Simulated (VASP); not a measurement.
A run of VASP 6.6.1:

File INCAR:

```
  ALGO = Normal
  EDIFF = 1E-6
  ENCUT = 520
  GGA = PS
  GGA_COMPAT = False
  ISIF = 2
  ISMEAR = -1
  KPAR = 4
  LASPH = True
  LCHARG = False
  LNONCOLLINEAR = True
  LORBIT = 11
  LREAL = False
  LSORBIT = True
  LWAVE = False
  MAGMOM = 0 0 0 0 0 0
  NELM = 60
  PREC = Accurate
  SIGMA = 0.05
```

File KPOINTS:

```
k-points
0
Gamma
  9 9 9
```

POSCAR

```
Ge
1.0
    0.0000000000      2.8289100000      2.8289100000
    2.8289100000      0.0000000000      2.8289100000
    2.8289100000      2.8289100000      0.0000000000
Ge
2
Direct
    0.0000000000      0.0000000000      0.0000000000
    0.2500000000      0.2500000000      0.2500000000
```

Potentials or basis: VASP PAW PBE potentials, release 64 (Ge_d).

Launch:

```sh
$ cat potpaw_PBE.64/Ge_d/POTCAR > POTCAR
$ mpirun -np 4 vasp_ncl > vasp.out
```

Hardware: 4 MPI ranks on Intel(R) Xeon(R) Platinum 8488C (Sapphire Rapids) (shared host).

Question: How long does it take, and how much memory?

Answer: Wall time 26 s on 4 MPI ranks on Intel(R) Xeon(R) Platinum 8488C (Sapphire Rapids), on a shared host, peak memory 0.3 GiB a rank. Counts: scf iterations 12, k points 35.
